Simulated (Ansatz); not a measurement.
Runs of Ansatz 0.2.0 on Al2O3. The structure is orthorhombic, space group Pnnm (No. 58). The conventional cell has a = 4.614 Å, b = 9.563 Å, c = 3.120 Å, α = 90.00°, β = 90.00°, γ = 90.00°. Al (site symmetry m) has 4 O at 1.68 to 1.82 Å as nearest neighbours. Around O (site symmetry 2/m) lie 2 Al at 1.68 Å. O (site symmetry m) is surrounded by 3 Al at 1.82 Å. Measurements of this composition are mostly on another form, of space group No. 167.

```csv
task,level,cell,k mesh,cutoff (eV),points for each segment of the path,target pressure (GPa),mesh quality,gap on the mesh (eV),pressure (GPa),relaxed volume (Å³/atom),largest force (eV/Å)
band structure,PBE,as given,5 × 3 × 7,420,10,-,not flagged,3.52,0.0,-,0.19
band structure,r2SCAN,as given,6 × 3 × 9,500,10,-,not flagged,4.12,-4.1,-,0.21
single point,PBE,as given,6 × 3 × 9,250,-,-,not flagged,(b),2.0,-,0.16
single point,PBE,as given,3 × 2 × 4,420,-,-,coarse,3.52,0.0,-,0.19
relaxation of cell and atoms,PBEsol+D4,relaxed,5 × 3 × 7,420,-,-,not flagged,3.45,0.0,(a),-
relaxation of cell and atoms,PBEsol+D3(BJ),relaxed,6 × 3 × 9,420,-,-,not flagged,(c),0.0,12.88,-
relaxation of cell and atoms,LDA,relaxed to 2 GPa,5 × 3 × 7,420,-,2,not flagged,3.60,2.0,-,-
band structure,LDA,as given,6 × 3 × 9,420,10,-,not flagged,3.36,-6.5,-,0.20
```

Alike in all rows: potentials or basis Ansatz PAW; no spin polarisation; smearing fermi-dirac 0.05 eV.

Estimate the missing entries.

(a) 13.06; (b) 3.28; (c) 3.46.

Caveats: some runs use coarse meshes; the PAW data sets come from PBE, with cores solved anew for the run's functional, which leaves a small shift of forces and pressure (some runs); odd divisions of the mesh miss points on the zone boundary, where band edges often lie, so the gap on the mesh can be too wide (some runs); the plane-wave basis is chosen anew once the cell has moved, so the energies of steps on either side of that aren't comparable (some runs); the pressure holds a Pulay correction of +59.6 GPa for the finite cutoff (some runs); the cutoff lies under the one recommended for these potentials (some runs).

A k mesh can miss the band edges.
